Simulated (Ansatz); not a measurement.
# Bi: the cost of one run

Computed with Ansatz 0.2.0 (DFT PBE, scalar-relativistic, unless a step's input says otherwise).

**1. Starting point**

It takes space group C2/m (No. 12, monoclinic). Conventional cell: a = 6.673 Å, b = 6.111 Å, c = 3.300 Å, α = 90.00°, β = 110.41°, γ = 90.00°. Bi (site symmetry m) has 6 Bi at 3.15 to 3.31 Å as nearest neighbours.

As a file:

```
CELL_PARAMETERS angstrom
3.33628 -3.05540 0.00000
3.33628 3.05540 0.00000
-1.15098 0.00000 3.09291
ATOMIC_POSITIONS crystal
Bi 0.25180 0.25180 0.14900
Bi 0.74820 0.74820 0.85100
```

Atoms are numbered in the order of the input: Bi1, Bi2.

**2. The deformed structure**

Space group C2/m before, C2/m after.

**3. Full-potential LAPW**

File input.yaml:

```yaml
crystal:
  lattice:
    - [3.2873343643, -3.0105750766, 0.0]
    - [3.2873343643, 3.0105750766, 0.0]
    - [-1.1340942926, 0.0, 3.1856973]
  atoms:
    - { symbol: Bi, position: [0.2518, 0.2518, 0.149] }
    - { symbol: Bi, position: [0.7482, 0.7482, 0.851] }
kpoints:
  mp_grid: { grid: [8, 8, 11] }
scf:
  occupations: { method: fermi_dirac, width: 0.05 }
hamiltonian:
  xc: pbe
  pseudopotentials: { kind: all_electron, lapw: { basis_error: 0.00025 } }
output:
  forces: true
  stress: true
  eigenvalues: true
```

The run is started by

```console
> ansatz run input.yaml --threads 1 --pin off --max-ram 2048MiB --backend cpu --events-out ev --progress --plain --runs-dir out
```

**Question.** How long does this run take on 1 thread of Arm Neoverse V2, shared host, and how much memory does it need?

About 76 s, with a peak of 0.88 GiB.
